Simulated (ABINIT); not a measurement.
MoS2: band structure with PBEsol

Slab: MoS2, a slab with vacuum.

```
Mo S
1.0
     3.18454    0.00000    0.00000
    -1.59227    2.75789    0.00000
     0.00000    0.00000   21.67053
Mo S
2 4
Direct
  0.33333 0.66667 0.85116
  0.66667 0.33333 0.14884
  0.66667 0.33333 0.77963
  0.33333 0.66667 0.07725
  0.66667 0.33333 0.92275
  0.33333 0.66667 0.22037
```

```yaml
Program: ABINIT 10.8.3 (patched build)
Task: band structure
Functional: PBEsol
Potentials_or_basis: JTH PAW PBE v2.0
Cutoff: 544 eV
k_mesh: 10 × 10 × 2
Occupations: fermi-dirac, width 0.05 eV
Spin: no spin polarisation
Fine-grid_cutoff: 1088.46 eV
```

| Property | Result |
| --- | --- |
| Largest force | 0.103 eV/Å |
| Band gap on the k mesh | 1.39 eV, indirect (least direct gap 1.89 eV) |
| Band gap along the path | 1.25 eV, indirect (least direct gap 1.64 eV) |
| Valence electrons inside the program's atomic spheres | Mo 11.28; S 3.58, 3.57 |

Forces on the atoms (eV/Å):
```
Mo   0.000  0.000  0.003
Mo   0.000  0.000 -0.003
S    0.000  0.000  0.103
S    0.000  0.000  0.090
S    0.000  0.000 -0.090
S    0.000  0.000 -0.103
```

Levels at the corners of the path, in eV from the valence-band top:
```tsv
point	band 24	band 25	band 26	band 27	band 28	band 29
Γ	-1.71	-0.50	0.00	2.39	2.39	2.39
M	-1.35	-1.05	-1.01	1.85	1.86	2.34
K	-2.47	-0.44	-0.39	1.25	1.25	2.51
Γ	-1.71	-0.50	0.00	2.39	2.39	2.39
A	-1.71	-0.50	0.00	2.39	2.39	2.39
L	-1.35	-1.05	-1.01	1.85	1.86	2.34
H	-2.47	-0.44	-0.39	1.25	1.25	2.51
A	-1.71	-0.50	0.00	2.39	2.39	2.39
```

It took 34 min on 1 thread of Arm Neoverse V1 (shared host), peak memory 1.1 GiB.

Caveat: the PAW data sets were made with another functional, which shifts forces and pressure a little. Expect the measured gap to be larger: semilocal functionals such as PBEsol lack the derivative discontinuity.
